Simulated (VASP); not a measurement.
A run of VASP 6.6.1 is set up as follows.

File INCAR:

```
SYSTEM = W
PREC = Accurate ; ENCUT = 600
EDIFF = 1E-7 ; ISMEAR = 0
SIGMA = 0.1 ; LREAL = .False.
LASPH = .True. ; NELM = 80
ALGO = Normal ; ISIF = 3
LWAVE = .False. ; LCHARG = .False.
METAGGA = R2SCAN ; LMIXTAU = .True.
IBRION = 2 ; NSW = 80
EDIFFG = -0.004
```

Contents of KPOINTS:

```
regular mesh
0
Gamma
  18 18 18
  0 0 0
```

File POSCAR:

```
W
1.0
   -1.5824000000      1.5824000000      1.5824000000
    1.5824000000     -1.5824000000      1.5824000000
    1.5824000000      1.5824000000     -1.5824000000
W
1
Direct
    0.0000000000      0.0000000000      0.0000000000
```

Potentials or basis: VASP PAW PBE potentials, release 64 (W_sv).

Run with:

```console
$ cat potpaw_PBE.64/W_sv/POTCAR > POTCAR
$ mpirun -np 1 vasp_std > vasp.out
```

Q: What does it give for the relaxed cell?

A: a = 2.748 Å, b = 2.748 Å, c = 2.748 Å, α = 109.47°, β = 109.47°, γ = 109.47°.

Q: Estimate the band gap on the k mesh.

A: None (metal or under the smearing width).

Step by step:
| step | energy change (eV) | largest force (eV/Å) | pressure (GPa) | volume (Å³) |
| --- | --- | --- | --- | --- |
| 1 | 0.0000 | 0.0000 | 2.37 | 15.85 |
| 2 | 0.0100 | 0.0000 | -7.92 | 16.39 |
| 3 | -0.0009 | 0.0000 | -0.02 | 15.97 |

Caveat: the PAW data sets were made with another functional, which shifts forces and pressure a little. Spin-orbit coupling is left out, which matters for the levels of W.
